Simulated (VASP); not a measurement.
An input for Quantum ESPRESSO's pw.x (written as the equivalent of a VASP run, and not itself run):

```
&CONTROL
  calculation = 'scf'
  pseudo_dir = './pseudo'
  outdir = './out'
  tprnfor = .true.
  tstress = .true.
/
&SYSTEM
  ibrav = 0
  nat = 2
  ntyp = 2
  ecutwfc = 80
  occupations = 'smearing'
  smearing = 'gaussian'
  degauss = 0.003675
  input_dft = 'vdw-df2-b86r'
/
&ELECTRONS
  conv_thr = 7.3e-09
  electron_maxstep = 100
/
ATOMIC_SPECIES
  Al 26.982 Al.upf
  Sb 121.760 Sb.upf
CELL_PARAMETERS angstrom
     0.0000000    3.0390077    3.0390077
     3.0390077    0.0000000    3.0390077
     3.0390077    3.0390077    0.0000000
ATOMIC_POSITIONS crystal
  Al   0.0000000  0.0000000  0.0000000
  Sb   0.2500000  0.2500000  0.2500000
K_POINTS automatic
  7 7 7 0 0 0
```

Problem. Write the VASP files for the same calculation (rev-vdW-DF2).

Solution. Several could match; the one computed here: 
**KPOINTS**
```
Automatic mesh
0
Gamma
7 7 7
0 0 0
```

POSCAR:
```
AlSb
3.0390080
  0.0000000000   0.9999999096   0.9999999096
  0.9999999096   0.0000000000   0.9999999096
  0.9999999096   0.9999999096   0.0000000000
Al Sb
1 1
Cartesian
  0.0000000000   0.0000000000   0.0000000000
  0.4999999548   0.4999999548   0.4999999548
```

INCAR:
```
SYSTEM = AlSb
PREC = Accurate
ENCUT = 520
EDIFF = 1E-7
NELM = 100
ALGO = Normal
LREAL = .FALSE.
LASPH = .TRUE.
ISMEAR = 0
SIGMA = 0.05
GGA = MK
PARAM1 = 0.1234568
PARAM2 = 0.7114
ZAB_VDW = -1.8867
LUSE_VDW = .TRUE.
AGGAC = 0.0
LMAXMIX = 4
LWAVE = .FALSE.
LCHARG = .FALSE.
ISIF = 2
```

POTCAR, in this order: Al Sb (PBE.64 set). Program: vasp_std.

Limits of the translation: the potentials are each code's own (VASP's PAW set, PseudoDojo norm-conserving files in pw.x), so ENCUT and ecutwfc are chosen apart and not converted; conv_thr bounds pw.x's estimated SCF error, while EDIFF bounds the energy change between steps.

The compound is AlSb in the zinc blende structure. This cell is one point of a volume scan, at 0.94 of the reference volume.
